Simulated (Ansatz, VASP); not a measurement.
**One calculation of Fe, two programs**

```
Fe
1.0
    -1.33956    1.33956    1.33956
     1.33956   -1.33956    1.33956
     1.33956    1.33956   -1.33956
Fe
1
Cartesian
  0.0000 0.0000 0.0000
```

Change from the starting cell: volume scaled by 0.8, PAW files.

Alike in both runs: task single point; functional r2SCAN; k mesh 14 × 14 × 14; occupations fermi-dirac, width 0.05 eV; collinear spin.

|  | VASP | Ansatz |
| --- | --- | --- |
| version | VASP 6.6.1 | Ansatz 0.2.0 |
| potentials or method | VASP PAW PBE potentials, release 64 (Fe) | PAW with Ansatz's default frozen-core files, scalar-relativistic |
| plane-wave cutoff (eV) | 520 | 500 |
| valence electrons in the cell | 8 | 16 |

```csv
,VASP,Ansatz,Ansatz less VASP
pressure (GPa),48.0,47.7,-0.27
net moment per atom (μB),2.17,2.16,-0.008
size of the moment on the site where the two differ most (μB),2.16,2.25,+0.089
```

Site moments also hang on the region over which each program counts them. The two sets of potentials don't hold the same shells in valence. Ansatz warned: «stability_check_not_made».

Caveats: so large a pressure means that the cell lies far from this level's equilibrium, or that cutoff or potentials fall short (VASP); the potentials were made for another functional, which shifts forces and pressure (VASP).
